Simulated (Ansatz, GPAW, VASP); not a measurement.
**NiO: programs and potentials compared**

```
Ni O
1.0
     0.00000    2.08590    2.08590
     2.08590    0.00000    2.08590
     2.08590    2.08590    0.00000
Ni O
1 1
Direct
  0.00000 0.00000 0.00000
  0.50000 0.50000 0.50000
```

Alike in all runs: task single point; functional PBE; k mesh 11 × 11 × 11; occupations gaussian, width 0.013 eV; collinear spin, ferromagnetic start; no spin-orbit coupling. The measured crystal is an antiferromagnetic insulator; the state found here is the runs' own. Pressure is positive in compression and, in plane waves, holds the error of the finite cutoff.

| program and potentials | plane-wave cutoff (eV) | notes | pressure (GPa) | net moment per atom (μB) |
| --- | --- | --- | --- | --- |
| VASP, PBE PAW files Ni, O, 520 eV | 520 | 8 valence electrons an atom on average | 6.15 | 0.89 |
| Ansatz, all-electron LAPW, scalar-relativistic | - | - | 6.62 | 0.91 |
| GPAW, GPAW PAW data sets (gpaw-data 1.2.1) | 800 | 11 valence electrons an atom on average; this data set often lies off other programs | 10.22 | 0.89 |

The pressure spans 6.15 (VASP, PBE PAW files Ni, O, 520 eV) to 10.22 GPa (GPAW, GPAW PAW data sets (gpaw-data 1.2.1)), with all-electron results at 6.62. The net moment per atom spans 0.89 (VASP, PBE PAW files Ni, O, 520 eV) to 0.91 μB (Ansatz, all-electron LAPW, scalar-relativistic), with all-electron results at 0.91. The state is the one that the start led to, which needn't be the lowest.

Differences between rows come from potentials, basis sets and numerical settings, since the functional is the same but for its coding. Runs on potential files found faulty are left out.
